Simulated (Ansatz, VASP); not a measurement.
Two plane-wave programs on Au

File INCAR:

```
SYSTEM = Au
ALGO = Fast
EDIFF = 1E-6
ENCUT = 520
GGA = PS
ISIF = 2
ISMEAR = -1
LASPH = .TRUE.
LCHARG = .FALSE.
LREAL = .FALSE.
LWAVE = .FALSE.
NBANDS = 18
NELM = 60
PREC = Accurate
SIGMA = 0.05
```

Contents of KPOINTS:

```
k-points
0
G
  10 10 6
  0 0 0
```

File POSCAR:

```
Au
1.0
    2.8341352242      0.0000000000      0.0000000000
   -0.0130411464      2.8388568190      0.0000000000
   -1.1454275711     -1.1932615928      4.9566243481
Au
2
Direct
    0.6728620000      0.6659620000      0.2740550000
    0.3271380000      0.3340380000      0.7259450000
```

Contents of input.yaml:

```yaml
crystal:
  lattice:
    - [2.8341352242, 0.0, 0.0]
    - [-0.0130411464, 2.838856819, 0.0]
    - [-1.1454275711, -1.1932615928, 4.9566243481]
  atoms:
    - { symbol: Au, position: [0.672862, 0.665962, 0.274055] }
    - { symbol: Au, position: [0.327138, 0.334038, 0.725945] }
hamiltonian:
  xc: pbesol
  pseudopotentials: { kind: paw }
kpoints:
  mp_grid: { grid: [10, 10, 6] }
scf:
  occupations: { method: fermi_dirac, width: 0.05 }
output:
  forces: true
  stress: true
  eigenvalues: true
  write_density: true
  write_potential: true
  elf: true
  volumetric_format: npy
```

This isn't the form of Au at room conditions, which is fcc.

Alike in both runs: task single point; functional PBEsol; k mesh 10 × 10 × 6; occupations fermi-dirac, width 0.05 eV; no spin polarisation.

|  | VASP | Ansatz |
| --- | --- | --- |
| version | VASP 6.6.1 | Ansatz 0.2.0 |
| potentials or method | VASP PAW PBE potentials, release 64 (Au) | Ansatz PAW |
| plane-wave cutoff (eV) | 520 | 420 |
| valence electrons in the cell | 22 | 38 |

|  | VASP | Ansatz | Ansatz less VASP |
| --- | --- | --- | --- |
| gap on the k mesh at the Fermi level (eV) | none | none | - |
| pressure (GPa) | -10.0 | -9.9 | +0.13 |
| largest component of the traceless stress (GPa) | 1.25 | 1.27 | +0.018 |
| rms of the force components (eV/Å) | 0.085 | 0.084 | -0.0014 |

Atom by atom the forces differ by 0.001 eV/Å (rms over components). A gap of «none» marks a metal or a gap that the smearing closes. The two sets of potentials don't hold the same shells in valence.

Caveats: the PAW data sets were made with another functional, which shifts forces and pressure a little (VASP); the PAW data sets come from PBE, with cores solved anew for the run's functional, which leaves a small shift of forces and pressure (Ansatz). The runs have no spin-orbit coupling, so splittings on Au are missing.
